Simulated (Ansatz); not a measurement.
**All-electron equations of state of elemental crystals**

All-electron LAPW (Ansatz 0.2.0), scalar-relativistic, no spin, Fermi–Dirac smearing 0.136 eV, k-meshes of 8 to 18 points an axis; Birch–Murnaghan fits to pressures. Some or most of these lattices are hypothetical for the element, and V0 is the minimum nearest the starting volume; lattices without a usable fit are left out; mesh and smearing are coarse, and magnetic elements are treated as non-magnetic.

| element | lattice | functional | V0 (Å³/atom) | B0 (GPa) | B′ | k-points per axis |
| --- | --- | --- | --- | --- | --- | --- |
| S | bcc | PBE | 15.85 | 81 | 4.2 | 15 |
| S | bcc | PBEsol | 14.93 | 97 | 4.2 | 15 |
| S | diamond | LDA | 22.38 | 53 | 3.5 | 8 |
| S | diamond | PBE | 24.29 | 44 | 3.6 | 8 |
| S | diamond | PBEsol | 22.94 | 49 | 3.5 | 8 |
| S | fcc | LDA | 14.73 | 99 | 4.3 | 14 |
| S | fcc | PBE | 15.92 | 76 | 4.3 | 14 |
| S | fcc | PBEsol | 14.94 | 93 | 4.4 | 14 |
| S | sc | LDA | 16.22 | 101 | 4.0 | 13 |
| S | sc | PBE | 17.27 | 84 | 4.2 | 13 |

Task: Give V0 and B0 for bcc S in LDA.

Result: 14.72 Å³/atom and 102.5 GPa.

Task: Give V0 and B0 for sc S in PBEsol.

Result: 16.47 Å³/atom and 96.4 GPa.
